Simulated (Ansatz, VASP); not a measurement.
**One calculation of Si4S, two programs**

Contents of INCAR:

```
SYSTEM = Si4S
PREC     = Accurate       ! precision mode
ENCUT    = 520            ! plane-wave cutoff, eV
EDIFF    = 1E-7           ! SCF threshold, eV
ISMEAR   = 0              ! smearing method
SIGMA    = 0.1            ! smearing width, eV
LREAL    = .FALSE.        ! projectors in reciprocal space
LASPH    = .TRUE.         ! aspherical terms in the spheres
NELM     = 100            ! most SCF steps
ALGO     = Normal         ! electronic algorithm
ISIF     = 2              ! what is computed and relaxed
LWAVE    = .FALSE.        ! write WAVECAR
LCHARG   = .FALSE.        ! write CHGCAR
GGA      = PE             ! functional
NBANDS   = 19             ! bands
```

KPOINTS

```
Automatic mesh
0
G
  12 12 6
  0 0 0
```

File POSCAR:

```
Si4S
1.0
    4.0334417140      0.0000000000      0.0000000000
   -2.0167208570      3.4930629891      0.0000000000
    0.0000000000      0.0000000000      6.6973102878
Si S
4 1
Direct
    0.3333333333      0.6666666667      0.7078976891
    0.6666666667      0.3333333333      0.7078976891
    0.6666666667      0.3333333333      0.2921023109
    0.3333333333      0.6666666667      0.2921023109
    0.0000000000      0.0000000000      0.0000000000
```

Input for Ansatz:

```yaml
crystal:
  lattice:
    - [4.033441714, 0.0, 0.0]
    - [-2.016720857, 3.4930629891, 0.0]
    - [0.0, 0.0, 6.6973102878]
  atoms:
    - { symbol: Si, position: [0.3333333333, 0.6666666667, 0.7078976891] }
    - { symbol: Si, position: [0.6666666667, 0.3333333333, 0.7078976891] }
    - { symbol: Si, position: [0.6666666667, 0.3333333333, 0.2921023109] }
    - { symbol: Si, position: [0.3333333333, 0.6666666667, 0.2921023109] }
    - { symbol: S, position: [0.0, 0.0, 0.0] }
basis:
  ecutwfc: 420
kpoints:
  mp_grid: { grid: [12, 12, 6] }
  band_path:
    path:
      - [[0.0, 0.0, 0.0], [0.5, 0.0, 0.0], [0.33333333, 0.33333333, 0.0], [0.0, 0.0, 0.0], [0.0, 0.0, 0.5], [0.5, 0.0, 0.5], [0.33333333, 0.33333333, 0.5], [0.0, 0.0, 0.5]]
      - [[0.5, 0.0, 0.5], [0.5, 0.0, 0.0]]
      - [[0.33333333, 0.33333333, 0.5], [0.33333333, 0.33333333, 0.0]]
    npoints: 14
hamiltonian:
  xc: pbe
scf:
  occupations: { method: gaussian, width: 0.1 }
  n_extra_bands: 12
output:
  forces: true
  stress: true
  eigenvalues: true
  populations: true
  dos: { projected: true, de: 0.02, nscf_kmesh: { grid: [15, 15, 8] } }
  bader: true
  write_density: true
  write_potential: true
  elf: true
  volumetric_format: npy
```

The cell was built by a generator and needn't be a form met in nature.

Alike in both runs: task single point; functional PBE; k mesh 12 × 12 × 6; occupations gaussian, width 0.1 eV; no spin polarisation.

|  | VASP | Ansatz |
| --- | --- | --- |
| version | VASP 6.6.1 | Ansatz 0.2.0 |
| potentials or method | VASP PAW PBE potentials, release 64 (Si, S) | scalar-relativistic, plane waves, PAW |
| plane-wave cutoff (eV) | 520 | 420 |
| valence electrons in the cell | 22 | 22 |

|  | VASP | Ansatz | Ansatz less VASP |
| --- | --- | --- | --- |
| gap on the k mesh at the Fermi level (eV) | none | none | - |
| pressure (GPa) | -0.1 | 0.0 | +0.08 |
| largest component of the traceless stress (GPa) | 0.06 | 0.01 | -0.049 |

A gap of «none» marks a metal or a gap that the smearing closes.
